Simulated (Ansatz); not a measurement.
# CaO (rocksalt structure)

Method: r²SCAN, scalar-relativistic; no spin polarisation; PAW, 500 eV, Γ-centred 8×8×8 mesh, 0.05 eV Gaussian smearing; code Ansatz; PAW files: Ansatz's generated set soft_2.

```
Ca O
1.0
     0.00000    2.39742    2.39742
     2.39742    0.00000    2.39742
     2.39742    2.39742    0.00000
Ca O
1 1
Direct
  0.50000 0.50000 0.50000
  0.00000 0.00000 0.00000
```

The compound is reported in the structure type of the start.

Cell and atoms are those of this level's equilibrium.

The cell has space group Fm-3m (read at 0.01 Å). In it the stress is 0.00, 0.00, 0.00, 0.00, 0.00, 0.00 GPa and the largest force component 0.000 eV/Å. Each change below starts from this cell, without further relaxation. Stress is in GPa, positive in compression, in the order xx, yy, zz, yz, xz, xy; energies are counted from the cell above.

Problem. One atom was moved along a Cartesian axis, and these forces appeared. Which atom, and about how far?
```
atom  Fx (eV/Å)      Fy     Fz
 Ca1      0.000  -0.068  0.000
  O2      0.000   0.068  0.000
```

Solution. Atom 1 (Ca) is moved by 0.02 Å along y; the energy changes by 0.7 meV per cell. Moving the other atom the opposite way is the same thing.

Problem. A single strain component, atoms carried along, gave the stress 1.24, 5.26, 1.24, 0.00, 0.00, 0.00. Which component, and about how large?

Solution. An engineering strain of -2 % in yy; the energy changes by 8.7 meV per cell.

Problem. All atoms and the cell are disturbed at random:
```xyz
2
Lattice="0.0390 2.3812 2.4068 2.4227 -0.0062 2.4520 2.3789 2.3826 0.0376" Properties=species:S:1:pos:R:3 pbc="T T T"
Ca    2.4768    2.2983    2.4103
O    -0.0565    0.0805    0.0379
```
Give the energy change, the stress and the forces.

Solution. 92.6 meV per cell; stress 3.25, 5.19, -0.07, -0.16, -2.38, 0.83 GPa. The gap on the mesh goes from 4.20 eV to 4.43 eV.
```
atom  Fx (eV/Å)      Fy      Fz
 Ca1     -0.425   0.662   0.206
  O2      0.425  -0.662  -0.206
```

Kohn–Sham gaps of semilocal functionals lie under measured ones, often by a third or more.
